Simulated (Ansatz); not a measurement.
Geometry optimisation in Ansatz: input, command and trajectory.

```yaml
crystal:
  lattice:
    - [3.8322690023, 0.0, 0.0]
    - [-1.9161345012, 3.3188423101, 0.0]
    - [0.0, 0.0, 4.6499174167]
  atoms:
    - { symbol: Hf, position: [0.3333333333, 0.6666666667, 0.4459775374] }
    - { symbol: Hf, position: [0.6666666667, 0.3333333333, 0.9459775374] }
    - { symbol: C, position: [0.3333333333, 0.6666666667, 0.9290224626] }
    - { symbol: C, position: [0.6666666667, 0.3333333333, 0.4290224626] }
basis:
  ecutwfc: 500
kpoints:
  mp_grid: { grid: [12, 12, 10] }
hamiltonian:
  xc: r2scan
scf:
  occupations: { method: gaussian, width: 0.1 }
output:
  forces: true
  stress: true
  eigenvalues: true
  write_density: true
  write_potential: true
  elf: true
  volumetric_format: npy
relax:
  adjacent_minimum: "off"
  f_tol: 0.01
  max_steps: 60
  cell: { stress_tol: 0.1 }
```

```bash
ansatz run input.yaml --threads 1 --pin off --max-ram 2560MiB --backend cpu --events-out ev --progress --plain --runs-dir out
```

These are results of DFT r2SCAN, scalar-relativistic, plane waves, PAW in Ansatz, not measurements.

Of 7 frames 6 are shown, positions in Å and forces in eV/Å; the SCF threshold varies from step to step. Steps run on the plane waves of an earlier cell, with a Pulay correction in the pressure. The basis is chosen afresh for the last frame, the zero of the energies, and at times for earlier ones too; energy and pressure step there, also at an unchanged geometry. The mark taken_back stands on steps that the optimiser undid.

```xyz
4
Lattice="3.8323 0.0000 0.0000 -1.9161 3.3188 0.0000 0.0000 0.0000 4.6499" Properties=species:S:1:pos:R:3:forces:R:3 pbc="T T T" step=1 free_energy_over_end_meV_per_atom=2.04 pressure_GPa=0.01
Hf    0.0000    2.2126    2.0738    0.0000    0.0000   -0.1328
Hf    1.9161    1.1063    4.3987    0.0000    0.0000   -0.1328
C     0.0000    2.2126    4.3199    0.0000    0.0000    0.1328
C     1.9161    1.1063    1.9949    0.0000    0.0000    0.1328
4
Lattice="3.8336 0.0000 0.0000 -1.9168 3.3200 0.0000 0.0000 0.0000 4.6423" Properties=species:S:1:pos:R:3:forces:R:3 pbc="T T T" step=2 free_energy_over_end_meV_per_atom=1.36 pressure_GPa=0.14
Hf    0.0000    2.2133    2.0647    0.0000    0.0000   -0.1060
Hf    1.9168    1.1067    4.3858    0.0000    0.0000   -0.1060
C     0.0000    2.2133    4.3184    0.0000    0.0000    0.1059
C     1.9168    1.1067    1.9973    0.0000    0.0000    0.1059
4
Lattice="3.8578 0.0000 0.0000 -1.9289 3.3409 0.0000 0.0000 0.0000 4.6482" Properties=species:S:1:pos:R:3:forces:R:3 pbc="T T T" step=3 free_energy_over_end_meV_per_atom=1.73 pressure_GPa=-2.60 taken_back
Hf    0.0000    2.2273    2.0408    0.0000    0.0000   -0.0059
Hf    1.9289    1.1136    4.3649    0.0000    0.0000   -0.0059
C     0.0000    2.2273    4.3505    0.0000    0.0000    0.0060
C     1.9289    1.1136    2.0264    0.0000    0.0000    0.0060
4
Lattice="3.8351 0.0000 0.0000 -1.9176 3.3213 0.0000 0.0000 0.0000 4.6362" Properties=species:S:1:pos:R:3:forces:R:3 pbc="T T T" step=4 free_energy_over_end_meV_per_atom=0.39 pressure_GPa=0.12
Hf    0.0000    2.2142    2.0491    0.0000    0.0000   -0.0426
Hf    1.9176    1.1071    4.3671    0.0000    0.0000   -0.0426
C     0.0000    2.2142    4.3257    0.0000    0.0000    0.0426
C     1.9176    1.1071    2.0076    0.0000    0.0000    0.0426
4
Lattice="3.8449 0.0000 0.0000 -1.9224 3.3298 0.0000 0.0000 0.0000 4.6146" Properties=species:S:1:pos:R:3:forces:R:3 pbc="T T T" step=5 free_energy_over_end_meV_per_atom=0.25 pressure_GPa=0.16
Hf    0.0000    2.2198    2.0272    0.0000    0.0000   -0.0176
Hf    1.9224    1.1099    4.3344    0.0000    0.0000   -0.0176
C     0.0000    2.2198    4.3179    0.0000    0.0000    0.0176
C     1.9224    1.1099    2.0106    0.0000    0.0000    0.0176
4
Lattice="3.8397 0.0000 0.0000 -1.9199 3.3253 0.0000 0.0000 0.0000 4.6276" Properties=species:S:1:pos:R:3:forces:R:3 pbc="T T T" step=7 free_energy_over_end_meV_per_atom=0.00 pressure_GPa=0.01
Hf    0.0000    2.2169    2.0269    0.0000    0.0000   -0.0025
Hf    1.9199    1.1084    4.3406    0.0000    0.0000   -0.0025
C     0.0000    2.2169    4.3361    0.0000    0.0000    0.0025
C     1.9199    1.1084    2.0223    0.0000    0.0000    0.0025
```

It took 7 min on 1 thread of Oxide Virtual Turin-like Processor (Zen 5), with other jobs on the host, peak memory 0.7 GiB.

Spin–orbit coupling is left out, which can shift energies with elements as heavy as these.